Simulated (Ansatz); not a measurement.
# BaTiO3, relaxed

Aim: in BaTiO3, a crystal from a database, its volume scaled a little, relax the atoms in a fixed cell, then read levels, charges and fields where it ends.

Computed, not measured: Ansatz 0.2.0, DFT, r2SCAN, collinear spin, plane waves, PAW.

**1. The cell**

Symmetry: Amm2, No. 38, orthorhombic system. Conventional cell: a = 3.947 Å, b = 5.608 Å, c = 5.621 Å, α = 90.00°, β = 90.00°, γ = 90.00°. Around Ba (site symmetry mm2) lie 12 O at 2.75 to 2.87 Å. Ti (site symmetry mm2) has 6 O at 1.88 to 2.09 Å as nearest neighbours. Around O (site symmetry mm2) lie 2 Ti at 1.98 Å and 4 Ba at 2.75 to 2.87 Å. Around O (site symmetry m) lie 2 Ti at 1.88 to 2.09 Å.

Its coordinates follow in the input file.

It starts from an earlier solution of the starting cell (checkpoint.read).

**2. Relaxing**

input.yaml

```yaml
crystal:
  lattice:
    - [-7.89383835, 0.0, 0.0]
    - [0.0, -2.80389534, 2.81032516]
    - [0.0, 2.80389534, 2.81032516]
  atoms:
    - { symbol: Ba, position: [0.0, 0.0, 0.0] }
    - { symbol: Ba, position: [0.5, 0.0, 0.0] }
    - { symbol: Ti, position: [0.25, 0.51, 0.51] }
    - { symbol: Ti, position: [0.75, 0.51, 0.51] }
    - { symbol: O, position: [0.0, 0.49, 0.49] }
    - { symbol: O, position: [0.5, 0.49, 0.49] }
    - { symbol: O, position: [0.25, 0.984, 0.49] }
    - { symbol: O, position: [0.75, 0.984, 0.49] }
    - { symbol: O, position: [0.25, 0.49, 0.984] }
    - { symbol: O, position: [0.75, 0.49, 0.984] }
kpoints:
  mp_grid: { grid: [3, 5, 5], shift: [0, 0, 0] }
magnetization:
  spin_polarized: true
scf:
  occupations: { method: gaussian, width: 0.0115 }
  lower_state_search: "off"
hamiltonian:
  pseudopotentials: { kind: paw }
  xc: r2scan
basis:
  ecutwfc: 500
  fft_grid_basis: typed
relax:
  max_steps: 60
  f_tol: 0.03
output:
  forces: true
  stress: true
  eigenvalues: true
  bader: true
  populations: true
  elf: true
  write_potential: true
  volumetric_format: npy
  dos:
    e_range: [-12, 8]
    de: 0.05
    projected: { site_lists: { Ba: [Ba], O: [O], Ti: [Ti] } }
  write_density: true
checkpoint:
  read: saved_state
```

On the command line:

```bash
$ ansatz run input.yaml --threads 2 --pin off --max-ram 4096MiB --backend cpu --events-out ev --progress --plain --runs-dir out
```

Before running it: what results should come out? Wanted: moves; energy gained; largest move; pressure left in the fixed cell; gap; least direct gap; Bader charges; moments.

**Answer**, as computed:

```
                            quantity                                   value
                               moves                                       3
                       energy gained                            0.0 meV/atom
                        largest move                                  0.00 Å
space group (0.01 Å), before / after                             Amm2 / Amm2
     pressure left in the fixed cell                                 6.1 GPa
                          gap (mesh)                       2.53 eV, indirect
                    least direct gap                                 2.68 eV
                       Bader charges  Ba +1.57, Ti +2.31, O -1.30 to -1.29 e
                             moments                                    none
```

In the fixed cell the atoms end where they began within the cell. The fixed cell still holds a mean pressure of 6.1 GPa, so it would expand if let free. The run held to 8 symmetry operations, so a lower structure without them is not ruled out. There is a gap of 2.53 eV, with the least direct gap at 2.68 eV; within 0.7 eV of the edges the states project mainly on O p (94 %) below and Ti d (88 %) above. Gaps from semilocal functionals tend to lie below the measured ones. No moment forms. At the density minimum between Ba and O (2.75 Å) the ELF is 0.09 and the density 0.20 e/Å³, a closed-shell (ionic or weak) contact.

Keep in mind: an input typed no starting moments; the SCF threshold is loose for a stress.
